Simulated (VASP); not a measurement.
## InAs (F-43m): a series in uniaxial stress along [111]

How do the elastic response and the band edges of InAs follow uniaxial stress along [111]?

Main program and level: VASP 6.6.1; PBEsol; plane waves and PAW (In_d, As), in the first sound run; inputs show where later runs differ.

Report form: the programs' logs are mostly left out.

## (1) The structure

The structure is cubic, space group F-43m (No. 216). Conventional cell: a = 6.058 Å, b = 6.058 Å, c = 6.058 Å, α = 90.00°, β = 90.00°, γ = 90.00°. Nearest to In lie 4 As at 2.62 Å. As has 4 In at 2.62 Å nearest. Farther neighbours are not listed.

## (2) Relax the crystal, PBEsol

The series starts from the cell that this level prefers, so that zero strain is near zero stress.

This step took 2 runs in a row; the last is shown.

Level: PBEsol; plane waves and PAW (In_d, As).

INCAR reads:

```
SYSTEM = InAs
PREC = Accurate
ENCUT = 450
EDIFF = 1E-07
NELM = 120
ISMEAR = 0
SIGMA = 0.02
LREAL = .FALSE.
ALGO = Normal
GGA = PS
NBANDS = 15
LASPH = .TRUE.
LORBIT = 11
LWAVE = .FALSE.
LCHARG = .FALSE.
KPAR = 8
IBRION = 2
NSW = 40
ISIF = 3
EDIFFG = -0.005
POTIM = 0.4
```

POSCAR reads:

```
InAs
1.0
    0.0000000000      3.0456045427      3.0456045427
    3.0456045427      0.0000000000      3.0456045427
    3.0456045427      3.0456045427      0.0000000000
In As
1 1
Direct
    0.0000000000      0.0000000000      0.0000000000
    0.2500000000      0.2500000000      0.2500000000
```

KPOINTS reads:

```
Automatic mesh
0
Gamma
9 9 9
0 0 0
```

The projector-augmented-wave data sets are In_d and As (PBE family, release 64).

The run is started by

```
mpirun -np 8 vasp_std
```

Wall time 9.8 s (8 MPI ranks of Intel Xeon Platinum 8488C (Sapphire Rapids), shared host); peak memory 1.4 GiB; 73 s of CPU time.

Numbers from this step:

| Item | Value |
| --- | --- |
| energy(sigma→0) of the program | -8.4890 eV |
| stress, compression positive | 0.01 along [111], 0.01 across it (mean), GPa |
| volume | 56.500 Å³ |
| ionic steps | 1 |

## (3) Strain across the axis, PBEsol

One member in full: the axis is strained by -2 %, and the two directions across it are strained alike until their mean stress is under 0.012 GPa or five steps are spent.

This step took 3 runs, each at a new trial strain with the atoms of the one before; the last is shown.

Level: PBEsol; plane waves and PAW (In_d, As); cell typed or built by script.

INCAR: that of step 2 with these lines changed.

```diff
@@ -15,7 +15,7 @@
 LCHARG = .FALSE.
-KPAR = 8
-IBRION = 2
-NSW = 40
-ISIF = 3
-EDIFFG = -0.005
-POTIM = 0.4
+KPAR = 2
+IBRION = 1
+NSW = 25
+ISIF = 2
+EDIFFG = -0.004
+POTIM = 0.3
```

POSCAR reads:

```
InAs
1.0
   -0.0508302610      3.0101075830      3.0101075830
    3.0101075830     -0.0508302610      3.0101075830
    3.0101075830      3.0101075830     -0.0508302610
In As
1 1
Direct
    0.9984660350      0.9984660350      0.9984660350
    0.2515339650      0.2515339650      0.2515339650
```

KPOINTS is that of step 2.

The run is started by

```
mpirun -np 2 vasp_std
```

It took 43 s on 2 MPI ranks; peak memory 0.4 GiB.

Read from the output:

```
energy(sigma→0) of the program : -8.4829 eV
stress, compression positive   : 1.72 along [111], 0.00 across it (mean), GPa
ionic steps                    : 1
```

## (4) Band edges, TB-mBJ with spin-orbit coupling

Short lines in KPOINTS_OPT sample the zone centre along and across the axis, for masses, and the other valleys.

Level: TB-mBJ, spin-orbit coupling; plane waves and PAW (In_d, As); cell typed or built by script.

TB-mBJ has no energy functional, so the total energy, stress and pressure in this output mean nothing.

INCAR reads:

```
SYSTEM = InAs
PREC = Accurate
ENCUT = 450
EDIFF = 1E-06
NELM = 150
ISMEAR = 0
SIGMA = 0.02
LREAL = .FALSE.
ALGO = Normal
METAGGA = MBJ
LASPH = .TRUE.
LNONCOLLINEAR = .TRUE.
MAGMOM = 0 0 0 0 0 0
NBANDS = 28
GGA_COMPAT = .FALSE.
LSORBIT = .TRUE.
LWAVE = .FALSE.
LCHARG = .FALSE.
KPAR = 2
```

POSCAR is that of step 3.

KPOINTS reads:

```
Automatic mesh
0
Gamma
7 7 7
0 0 0
```

KPOINTS_OPT reads:

```
Line mode
6
Line-mode
Reciprocal
  0.00000000   0.00000000   0.00000000
  0.02742579   0.02742579   0.02742579

  0.00000000   0.00000000   0.00000000
 -0.01722383   0.01722383   0.00000000

  0.31000000   0.31000000   0.00000000
  0.50000000   0.50000000   0.00000000

  0.00000000   0.31000000   0.31000000
  0.00000000   0.50000000   0.50000000

  0.45000000   0.45000000   0.45000000
  0.50000000   0.50000000   0.50000000

  0.45000000   0.00000000   0.00000000
  0.50000000   0.00000000   0.00000000

  0.42500000   0.42500000   0.00000000
  0.42459551   0.44895368   0.02395368

  0.50000000   0.50000000   0.50000000
  0.48277617   0.51722383   0.50000000
```

The run is started by

```
mpirun -np 2 vasp_ncl
```

The job ended after 11 min (2 MPI ranks; peak memory 0.97 GiB; 22 min of CPU time).

## (5) The whole series

The other members went through these steps as far as the tables show, with the same cutoff and, step by step, the same mesh; 32 runs are not shown. The session took 3.8 core hours (wall time by ranks) on a shared machine.

| strain along the axis (%) | strain across the axis (%) | stress along the axis, tension positive (GPa) | energy above the unstrained row (meV/atom) |
| --- | --- | --- | --- |
| -2.000 | 0.503 | -1.721 | 3.018 |
| -1.500 | 0.378 | -1.285 | 1.674 |
| -1.000 | 0.255 | -0.846 | 0.732 |
| -0.500 | 0.138 | -0.418 | 0.177 |
| 0 | 0.000 | -0.006 | 0.000 |
| 0.500 | -0.116 | 0.428 | 0.173 |
| 1.000 | -0.230 | 0.868 | 0.732 |
| 1.500 | -0.341 | 1.310 | 1.669 |
| 2.000 | -0.452 | 1.741 | 2.996 |

Slopes at zero strain, from cubics through all rows: strain ratio -0.245, stress over strain 86 GPa.

Band edges at TB-mBJ with spin-orbit coupling, counted from the valence-band top at Γ, spin-orbit pairs averaged, with one row partly withheld:

| strain along the axis (%) | gap (eV) | conduction band at Γ (eV) | Δ or X valley along z (eV) | Δ or X valley along x (eV) | lowest conduction level at L, [111] (eV) | lowest conduction level at L, [-111] (eV) | second valence level below the top (eV) | third valence level below the top (eV) |
| --- | --- | --- | --- | --- | --- | --- | --- | --- |
| -2.000 | 0.473 | 0.476 | 1.991 | 1.991 | 1.251 | 1.528 | 0.124 | 0.399 |
| -1.500 | 0.482 | 0.484 | 2.029 | 2.029 | 1.316 | 1.524 | 0.092 | 0.374 |
| -1.000 | 0.489 | 0.490 | 2.062 | 2.062 | 1.379 | 1.519 | 0.061 | 0.352 |
| -0.500 | 0.494 | 0.494 | 2.091 | 2.091 | 1.442 | 1.513 | 0.030 | 0.331 |
| 0 | 0.498 | 0.498 | 2.113 | 2.113 | 1.506 | 1.506 | 0.000 | 0.314 |
| 0.500 | 0.469 | 0.469 | 2.101 | 2.101 | 1.536 | 1.469 | 0.027 | 0.329 |
| 1.000 | 0.439 | 0.439 | 2.084 | 2.084 | 1.565 | 1.431 | 0.051 | 0.347 |
| 1.500 | 0.408 | 0.408 | 2.064 | 2.064 | ? | 1.395 | 0.073 | 0.367 |
| 2.000 | 0.376 | 0.376 | 2.039 | 2.039 | 1.622 | 1.357 | 0.093 | 0.392 |

Conduction masses, in electron masses:

| strain along the axis (%) | conduction mass at Γ, along the strain axis or the normal of the plane | conduction mass at Γ, across the strain axis or in the plane | L [111] mass, longitudinal | L [111] mass, transverse along [1-10] |
| --- | --- | --- | --- | --- |
| -2.000 | 0.044 | 0.047 | 1.899 | 0.135 |
| -1.500 | 0.044 | 0.046 | 1.933 | 0.136 |
| -1.000 | 0.043 | 0.045 | 2.001 | 0.137 |
| -0.500 | 0.043 | 0.044 | 2.034 | 0.137 |
| 0 | 0.043 | 0.043 | 2.115 | 0.138 |
| 0.500 | 0.042 | 0.042 | 2.153 | 0.138 |
| 1.000 | 0.042 | 0.041 | 2.180 | 0.139 |
| 1.500 | 0.041 | 0.039 | 2.317 | 0.140 |
| 2.000 | 0.041 | 0.038 | 2.392 | 0.140 |

## (6) Fit and prediction

The quantity to fit is the splitting of the lowest conduction levels at the L points ([111] less [-111]) at TB-mBJ with spin-orbit coupling: -0.277, -0.208, -0.139, -0.070, 0.000, 0.067, 0.134, 0.265 eV in the rows shown.

Fitting a parabola to the 8 known rows (d: strain along the axis less the strain across it, in %) gives E = − 4.93e-4 d² + 0.1095 d − 3.24e-4 in eV; the residuals are 3.4e-4 eV r.m.s.

At d = 1.841 this predicts 0.1997 eV.

## (7) Checking the prediction

The calculation gives 0.1993 eV, so the prediction is 0.0004 eV too high.

The splitting is Ξu times 8/9 of d, with d as a fraction, so the linear term gives Ξu = 12.3 eV.

## (8) Outcome

```
Poisson ratio                                                       : 0.245
Young's modulus along the axis                                      : 86 GPa
gap of the unstrained cell, TB-mBJ with spin-orbit coupling         : 0.50 eV
shear deformation potential Ξu of the lowest conduction levels at L : 12.3 eV
error of the predicted row                                          : 0.4 meV
```

In words: As a check, the curvature of the energy gives 83 GPa for the same modulus (energy per volume = E/2 × strain²), 3 % from the slope of the stress. At TB-mBJ with spin-orbit coupling the lowest conduction valley is Γ throughout, and the gap runs between 0.38 and 0.50 eV. The gap at PBEsol is under 0.05 eV in some or all rows and is left out; the elastic columns come from such cells and can be uneven. Hole masses are left out throughout, since the top bands are degenerate or cross in many series; of conduction masses, those of the Γ, L and (for Si and Ge under (001) strain) Δ valleys are kept where they change by under an eighth between rows. TB-mBJ is a potential fitted for gaps; it has no energy functional, so its total energies and forces mean nothing, and its bands tend to come out too narrow. Δ or X levels are the lowest on their line, refined by a parabola unless they lie at X; the gap is read from all points sampled and can differ from the lowest valley by some meV, or by tens of meV where strain moves the valence top off Γ. Temperature, zero-point motion and excitons are left out.

[Lines on the potential files, build, host, timing and source positions are cut from VASP's logs without a mark.]

[Logs are printed without paths, hosts, clocks, repeated set-up lines and the standing remarks that a program may print on its own settings, such as how far it seeks lower states.]

[Hosts, paths, dates, database ids (printed as entryN), source tags and the programs' standing remarks are cut or masked in the printed files.]

[In band tables of VASP the shares of atoms and orbitals are scaled to a sum of 1 inside the atoms' spheres.]
